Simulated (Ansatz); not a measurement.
This is a one-shot G0W0 calculation with Ansatz on a 2-atom cell of CdS (F-43m) from a materials database; the level of theory is G0W0@PBE with 376 empty bands, a screening cutoff of 220 eV and a 4×4×4 mesh. The cell was relaxed beforehand with r2SCAN.

input.yaml:
```yaml
crystal:
  lattice:
    - [0.0, 2.9392087863, 2.9392087863]
    - [2.9392087863, 0.0, 2.9392087863]
    - [2.9392087863, 2.9392087863, 0.0]
  atoms:
    - { symbol: Cd, position: [0.0, 0.0, 0.0] }
    - { symbol: S, position: [0.25, 0.25, 0.25] }
kpoints:
  mp_grid: { grid: [4, 4, 4] }
hamiltonian:
  xc: pbe
scf:
  occupations: { method: fixed }
gw:
  n_empty_bands: 376
  ecut_chi: 220
  qp_bands: [v2, c2]
  qp_kpoints: band_edges
  screening: { model: contour_deformation }
```

It took 6.2 s on 1 × NVIDIA H100 80GB HBM3 with 2 threads of AMD EPYC 7R13 Processor (Zen 3) (shared host), load about 2.7 per core; peak host memory 1.6 GiB.

Problem. What does the program print?

Solution. What the program printed (shortened):
```
Pseudopotential: Cd, paw, valence charge 20, recommended cutoff 420 eV (normal)
Pseudopotential: S, paw, valence charge 6, recommended cutoff 420 eV (normal)
Functional definition: PBE
Crystal: 2 atoms, lattice volume = 50.783 Å³
Basis set: ecut = 420 eV, 965 PW (Γ)
Bands: 17, of which v1, the nominal top of the filled ones, is band 13 counted from 1 (12 counted from 0)
Symmetry: 24 space group operations
Space group: F-43m (ITA 216)
k-points: 8 of 64 (time reversal used)
SCF iter   1: HF=-9157.790544 eV  Δρ=6.70e-4  dr2=2.39e-4
SCF iter   2: HF=-9157.791149 eV  Δρ=2.51e-4  dr2=1.92e-5
SCF iter   3: HF=-9157.791167 eV  Δρ=1.12e-4  dr2=2.54e-6
SCF iter   4: HF=-9157.791186 eV  Δρ=3.35e-5  dr2=3.60e-7
SCF iter   5: HF=-9157.791186 eV  Δρ=1.15e-5  dr2=6.55e-8
SCF iter   6: HF=-9157.791186 eV  Δρ=6.64e-6  dr2=1.50e-8
SCF 1 converged in 6 iterations: F = -9157.791186 eV  dr2 = 1.50e-8
SCF converged after 6 iterations
Free energy (F): -9157.791186 eV
Fermi energy:    6.607903 eV
--- Per-component energies (eV) ---
  E_band       = -513.350285
  E_kinetic    = 611.614127
  E_local      = -4046.975244
  E_nonlocal   = 62.169905
  E_hartree    = 1857.083913
  E_xc         = -273.731573
  E_vxc        = -308.885530
  E_paw        = -4683.870139
  E_vpaw       = -545.438730
  E_ewald      = -2684.082191
--- G₀W₀: contour deformation, 8 samples at zero and on the imaginary axis and 3 off it, 64 q-points, 376 empty bands' worth ---
    ik  band        ε_KS         Σx   Σc(E_QP)       V_xc       Z   E_QP_lin       E_QP  E_QP is
     0    12      6.6079   -20.8451     2.2125   -17.9213  0.7203     5.8555     5.8966  root
     0    13      6.6079   -20.8451     2.2125   -17.9213  0.7203     5.8555     5.8966  root
     0    14      7.6918    -8.4076    -3.9430   -12.3333  0.7584     7.6745     7.6745  root
     0    15     13.1227    -6.3652    -4.6351   -11.2218  0.7436    13.3469    13.3443  root
     1    12      6.2285   -20.2510     2.3002   -17.2146  0.7182     5.4461     5.4922  root
     1    13      6.2285   -20.2510     2.3002   -17.2146  0.7182     5.4461     5.4922  root
     1    14      9.3272    -8.6138    -4.1383   -12.8259  0.7499     9.4012     9.4009  root
     1    15     12.8465    -6.8901    -4.6170   -11.6179  0.7362    12.9578    12.9572  root
     2    12      5.8886   -19.7245     2.3926   -16.5738  0.7155     5.0793     5.1304  root
     2    13      5.8886   -19.7245     2.3926   -16.5738  0.7155     5.0793     5.1304  root
     2    14      9.5732    -8.0062    -4.2487   -12.3802  0.7553     9.6992     9.6984  root
     2    15     13.5858    -6.4980    -4.6315   -11.3256  0.7354    13.7838    13.7818  root
     3    12      5.6308   -19.3826     2.4449   -16.1703  0.7141     4.8094     4.8633  root
     3    13      5.6308   -19.3826     2.4449   -16.1703  0.7141     4.8094     4.8633  root
     3    14     10.1387    -8.8587    -4.1736   -13.0968  0.7423    10.2034    10.2031  root
     3    15     11.4205    -6.7303    -4.3438   -11.2271  0.7540    11.5747    11.5735  root
     6    12      4.8078   -18.1526     2.6771   -14.6711  0.7043     3.9386     4.0034  root
     6    13      4.8078   -18.1526     2.6771   -14.6711  0.7043     3.9386     4.0034  root
     6    14     10.1890    -6.2845    -3.7962   -10.0189  0.7650    10.1275    10.1272  root
     6    15     10.9198    -8.7023    -4.3770   -13.3018  0.7473    11.1447    11.1422  root
     7    12      4.4425   -16.9823     2.6445   -13.5313  0.7017     3.5686     3.6360  root
     7    13      4.4999   -18.8394     2.8727   -15.1474  0.7026     3.6100     3.6805  root
     7    14     11.9234    -9.7550    -5.0124   -15.1199  0.7219    12.2834    12.2758  root
     7    15     12.0313    -7.1786    -4.1134   -11.3091  0.7460    12.0485    12.0485  root
```
Iteration counts and the last digits belong to this one run.

The points are ik 0 = (0, 0, 0) (Γ), ik 1 = (0, 0, 1/4), ik 2 = (0, 0, -1/2) (L), ik 3 = (0, 1/4, 1/4), ik 6 = (0, -1/2, -1/2) (X), ik 7 = (1/4, -1/2, -1/4) (W); band 13 is the last filled one.

The quasiparticle gap on this mesh is 1.78 eV (direct at Γ), against 1.08 eV from PBE: +0.70 eV. Renormalisation factors Z lie between 0.70 and 0.76. The G0W0 figures hold for the stated bands, cutoff and mesh and aren't extrapolated.

Calculated for a static, non-magnetic cell.

The runs are scalar-relativistic, without spin-orbit coupling.

With a shallow d shell on the cation, G0W0 converges slowly in bands and cutoff, so these values are in doubt.
